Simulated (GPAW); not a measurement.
How the form of the self-energy moves the gap of Mg2Ge (Fm-3m). The structure is cubic, space group Fm-3m (No. 225). Conventional cell: a = 6.378 Å, b = 6.378 Å, c = 6.378 Å, α = 90.00°, β = 90.00°, γ = 90.00°. Nearest to Mg lie 4 Ge at 2.76 Å. Ge has 8 Mg at 2.76 Å nearest. Farther neighbours are not listed. The calculation used DFT, LDA, plane waves, PAW (and 1 further level or step) in GPAW 26.7.0, with cutoff 450 eV, GPAW PAW setups 1.2.1 data release, 4×4×4 k-mesh, nbands 280 in one of its runs. The G0W0, Godby-Needs plasmon pole is 0.423 eV, the G0W0 with rALDA vertex is 0.440 eV and the known limits are not at the basis limit; no spin-orbit coupling; coarse k mesh. It took 3 runs, 21 min in all on 4 MPI ranks of Intel Xeon Platinum 8259CL at 2.50GHz (Skylake/Cascade Lake), shared host (the runs of this entry). G0W0 with rALDA vertex: +0.018 eV against G0W0, Godby-Needs plasmon pole, at other bands or cutoff, so not like for like. With the rALDA kernel as a vertex the gap is 0.37 eV (in the polarisability), 0.51 eV (in the self-energy) and 0.46 eV (in both), against 0.42 eV without. The database entry behind the starting cell differs from later determinations by our own check (0.1 to 0.3 % short, probably kX units). The cell and positions come from the Crystallography Open Database and are kept as given unless a step says otherwise. Limits: no spin-orbit coupling. Bands and cutoff are finite, so the gap is not at the basis limit. The miss can reach some tenths of an eV and take either sign; the mesh is an error of its own. The 4×4×4 mesh is coarse for this cell, which bears on the long-range parts of exchange and screening.

[Runs of the session that timed out or met a known fault of the program may be left out.]

[Hosts, paths, dates, database ids (printed as entryN), source tags and the programs' standing remarks are cut or masked in the printed files.]
